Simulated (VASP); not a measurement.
Wanted: the native input for a VASP 6.6.1 run.

```
Task                               : band structure
Functional                         : HSE06
Potentials or basis                : VASP PAW PBE potentials, release 64 (Ga_d, P)
Cutoff                             : 520 eV
k mesh                             : 6 × 6 × 6
Occupations                        : gaussian, width 0.03 eV
Spin                               : no spin polarisation
Grid for exact exchange (PRECFOCK) : Fast
Screening parameter                : 0.2 1/A
Further INCAR settings             : ALGO = Normal; EDIFF = 1e-06; NBANDS = 16
```

GaP:

```
CELL_PARAMETERS angstrom
0.00000 2.71843 2.71843
2.71843 0.00000 2.71843
2.71843 2.71843 0.00000
ATOMIC_POSITIONS crystal
Ga 0.00000 0.00000 0.00000
P 0.25000 0.25000 0.25000
```

The input as run:

POSCAR

```
GaP                                     
1.0
    0.0000000000      2.7184346443      2.7184346443
    2.7184346443      0.0000000000      2.7184346443
    2.7184346443      2.7184346443      0.0000000000
  Ga              P             
     1     1
Direct
     0.0000000000000000    0.0000000000000000    0.0000000000000000
     0.2500000000000000    0.2500000000000000    0.2500000000000000
```

INCAR.step1

```
SYSTEM = GaP
PREC     = Accurate       ! precision mode
ENCUT    = 520            ! plane-wave cutoff, eV
EDIFF    = 1E-5           ! SCF threshold, eV
ISMEAR   = 0              ! smearing method
SIGMA    = 0.03           ! smearing width, eV
LREAL    = .False.        ! projectors in reciprocal space
LASPH    = .True.         ! aspherical terms in the spheres
NELM     = 80             ! most SCF steps
ALGO     = Normal         ! electronic algorithm
ISIF     = 2              ! what is computed and relaxed
LWAVE    = .True.         ! write WAVECAR
LCHARG   = .False.        ! write CHGCAR
NBANDS   = 16             ! bands
KPAR     = 2            
GGA      = PE             ! functional
```

INCAR.step2

```
SYSTEM = GaP
PREC     = Accurate       ! precision mode
ENCUT    = 520            ! plane-wave cutoff, eV
EDIFF    = 1E-6           ! SCF threshold, eV
ISMEAR   = 0              ! smearing method
SIGMA    = 0.03           ! smearing width, eV
LREAL    = .False.        ! projectors in reciprocal space
LASPH    = .True.         ! aspherical terms in the spheres
NELM     = 80             ! most SCF steps
ALGO     = Normal         ! electronic algorithm
ISIF     = 2              ! what is computed and relaxed
LWAVE    = .False.        ! write WAVECAR
LCHARG   = .False.        ! write CHGCAR
GGA      = PE             ! functional
LHFCALC  = .True.         ! exact exchange
HFSCREEN = 0.2            ! screening, 1/A
PRECFOCK = Fast         
NBANDS   = 16             ! bands
KPAR     = 2            
ISTART   = 1
```

KPOINTS

```
Automatic mesh
0
Gamma
  6 6 6
  0 0 0
```

KPOINTS_OPT

```
explicit points
9
Reciprocal
 0.0000000000  0.0000000000  0.0000000000 1
 0.3750000000  0.3750000000  0.7500000000 1
 0.5000000000  0.5000000000  0.5000000000 1
 0.6250000000  0.2500000000  0.6250000000 1
 0.5000000000  0.2500000000  0.7500000000 1
 0.5000000000  0.0000000000  0.5000000000 1
 0.4000000000  0.0000000000  0.4000000000 1
 0.4250000000  0.0000000000  0.4250000000 1
 0.4500000000  0.0000000000  0.4500000000 1
```

Potentials or basis: VASP PAW PBE potentials, release 64 (Ga_d, P).

Command:

```bash
$ cat potpaw_PBE.64/Ga_d/POTCAR potpaw_PBE.64/P/POTCAR > POTCAR
$ cp INCAR.step1 INCAR
$ mpirun -np 2 vasp_std > vasp.out
$ cp INCAR.step2 INCAR
$ mpirun -np 2 vasp_std > vasp.out
```

It gave:

The pressure is 1.2 GPa. The band gap on the k mesh is 2.29 eV, indirect (least direct gap 2.88 eV) and the band gap along the path is 2.27 eV, indirect (least direct gap 2.88 eV).

Caveat: the PAW data sets were made with another functional, which shifts forces and pressure a little.

Run time: 5.1 min on 2 MPI ranks on Intel(R) Xeon(R) 6975P-C (Granite Rapids) (shared host), peak memory 0.29 GiB a rank.
